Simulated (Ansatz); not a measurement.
The cell is the one relaxed in the Materials Project (mp-1184502), not relaxed further here; entries there can be hypothetical. The listed cell was then made from it by scaling, straining or moving an atom.

An input for In: DFT, PBE, PAW with Ansatz's default frozen-core files, scalar-relativistic (Ansatz 0.2.0).

Command: `ansatz run input.yaml --threads 1 --pin off --max-ram 6144MiB --backend cpu --events-out ev --progress --plain --runs-dir out` The run took 12 s on 1 thread of Intel(R) Xeon(R) 6975P-C (Granite Rapids), with other jobs on the host, peak memory 0.71 GiB.

```yaml
crystal:
  lattice:
    - [1.6640527053, 0.9607412773, 8.1800133351]
    - [-1.6640527053, 0.9607412773, 8.1800133351]
    - [0.0, -1.9214825547, 8.1800133351]
  atoms:
    - { symbol: In, position: [0.0, 0.0, 0.0] }
    - { symbol: In, position: [0.77801224, 0.77801224, 0.77801224] }
    - { symbol: In, position: [0.22198776, 0.22198776, 0.22198776] }
kpoints:
  mp_grid: { grid: [14, 14, 14] }
scf:
  occupations: { method: fermi_dirac, width: 0.05 }
hamiltonian:
  xc: pbe
  pseudopotentials: { kind: paw }
output:
  forces: true
  stress: true
  eigenvalues: true
  efg: { contact_densities: true }
```

The results part of the log:

```
SCF 1 converged in 7 iterations: F = -16793.499859 eV  dr2 = 6.97e-10
  greatest PAW one-centre occupation: 0.981 electrons in one spin orbital (limit 2), on the In atom at site 0 (counted from 0), in its partial waves of l = 2
SCF converged after 7 iterations
Free energy (F): -16793.499859 eV
Harris-Foulkes:  -16793.499859 eV  (|F-HF|=5.31e-10)
Internal energy: -16793.487058 eV  (E = F + TS)
E sigma→0 (E₀):  -16793.493458 eV
Entropy (-TS):   -0.012801 eV (-4.267 meV/atom)
Fermi energy:    10.293689 eV
--- Per-component energies (eV) ---
  E_band       = -69.884253
  E_kinetic    = 724.251462
  E_local      = -3224.041402  (includes V_loc(G=0)·N_el)
  E_nonlocal   = 1098.207560
  E_hartree    = 1264.251147
  E_xc         = -648.273244
  E_vxc        = -300.294590  (∫ρ·V_xc dr)
  E_paw        = -12456.201831  (= ΣΔE_a)
  E_vpaw       = -896.511096  (= ΣTr[D̂ρ^β])
  E_aug_tail   = 0.000075  (compensation charges beyond the density's cutoff)
  E_ewald      = -3551.680825
  E_smearing   = -0.012801  (= −TS)
  E_closure    = 0.000000  (closes the sum)
  Σ components = -16793.499859   (vs F -16793.499859, Δ=0.00e0)
--- Forces (eV/Å), atoms counted from 1 ---
  atom   1  In     0.00000000     0.00000000    -0.00000000
  atom   2  In    -0.00000000     0.00000000    -0.02040358
  atom   3  In     0.00000000    -0.00000000     0.02040358
  max |Σ_I F_I| component: 2.63e-31 eV/Å
--- Stress (GPa, compression-positive) ---
        2.064734      -0.000000       0.000000
       -0.000000       2.064734      -0.000000
        0.000000      -0.000000       2.320161
  P = ⅓ Tr σ = 2.1499 GPa (21.499 kbar)
--- PAW observables at the nuclei: V_zz in 10²¹ V/m², potentials from the cell's mean, atoms counted from 1 ---
  atom   1  In V_zz =    +0.260452   η = 0.0000   by run symmetry: allowed
            electrostatic potential = -7940.394729 V   contact ρ = 1133081.793995 e/Å³
  atom   2  In V_zz =    -0.485087   η = 0.0000   by run symmetry: allowed
            electrostatic potential = -7940.396739 V   contact ρ = 1133080.223050 e/Å³
  atom   3  In V_zz =    -0.485087   η = 0.0000   by run symmetry: allowed
            electrostatic potential = -7940.396739 V   contact ρ = 1133080.223050 e/Å³
--- Band table (eV; the first three rows and the last of 288) ---
  k-point 0: bands = ["-4.4178", "-4.4160", "-4.3746", "-4.3668", "-4.3668", "-4.3454", "-4.3454", "-4.3324", "-4.3324", "-4.2352", "-4.2352", "-4.1028", "-4.1028", "-4.0929", "-4.0929", "0.7163", "3.1822", "3.2076", "10.7648", "10.7857", "19.0938", "19.0938", "19.1788", "19.1788"]
  k-point 1: bands = ["-4.4138", "-4.4127", "-4.3749", "-4.3691", "-4.3540", "-4.3387", "-4.3312", "-4.3305", "-4.3202", "-4.2411", "-4.2388", "-4.1168", "-4.1022", "-4.0980", "-4.0925", "0.8172", "3.1776", "3.4169", "10.6391", "11.1014", "17.6510", "18.2786", "18.4375", "18.8538"]
  k-point 2: bands = ["-4.4281", "-4.4126", "-4.3725", "-4.3562", "-4.3314", "-4.3228", "-4.3150", "-4.2927", "-4.2872", "-4.2531", "-4.2407", "-4.1431", "-4.1164", "-4.1008", "-4.0911", "1.1217", "3.3663", "3.8415", "10.6955", "11.6052", "15.4541", "16.3699", "17.4937", "17.9920"]
  k-point 287: bands = ["-4.4396", "-4.3866", "-4.3806", "-4.3665", "-4.3665", "-4.3461", "-4.3461", "-4.3361", "-4.3361", "-4.1959", "-4.1959", "-4.1741", "-4.1741", "-4.0568", "-4.0568", "1.3152", "1.3384", "5.9064", "6.8717", "16.0915", "16.1381", "18.6741", "18.6741", "20.0567"]
```
